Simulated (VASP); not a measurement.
**PbSe (Clausthalite): single point with HSE06**

PbSe (Clausthalite):

```xyz
2
Lattice="0.0000 3.0621 3.0621 3.0621 0.0000 3.0621 3.0621 3.0621 0.0000" Properties=species:S:1:pos:R:3 pbc="T T T"
Pb    0.0000    0.0000    0.0000
Se    3.0621    3.0621    3.0621
```

```yaml
Program: VASP 6.6.1
Task: single point
Functional: HSE06
Potentials_or_basis: VASP PAW PBE potentials, release 64 (Pb_d, Se)
Cutoff: 520 eV
k_mesh: 4 × 4 × 4
Occupations: gaussian, width 0.02 eV
Spin: non-collinear spin, zero start, spin-orbit coupling
Starting_moments: "[[0.0, 0.0, 0.0], [0.0, 0.0, 0.0]] μB"
Grid_for_exact_exchange_PRECFOCK: Fast
Screening_parameter: 0.2 1/A
Further_INCAR_settings: ALGO = Normal; EDIFF = 1e-06; NBANDS = 32
```

The pressure is 1.0 GPa and the net moment is 0.00 μB per cell. The valence electrons inside the program's atomic spheres are Pb 11.87; Se 3.87.

Moments on the atoms (μB; x, y, z):
```
Pb  0.00 0.00 0.00
Se  0.00 0.00 0.00
```

Run time: 11 min on 1 thread of Intel(R) Xeon(R) 6975P-C (Granite Rapids), with other jobs on the host, peak memory 0.42 GiB.

Caveat: the k mesh is coarse (spacing up to 0.44 Å⁻¹), so the values aren't converged, least of all with exact exchange; the PAW data sets were made with another functional, which shifts forces and pressure a little.
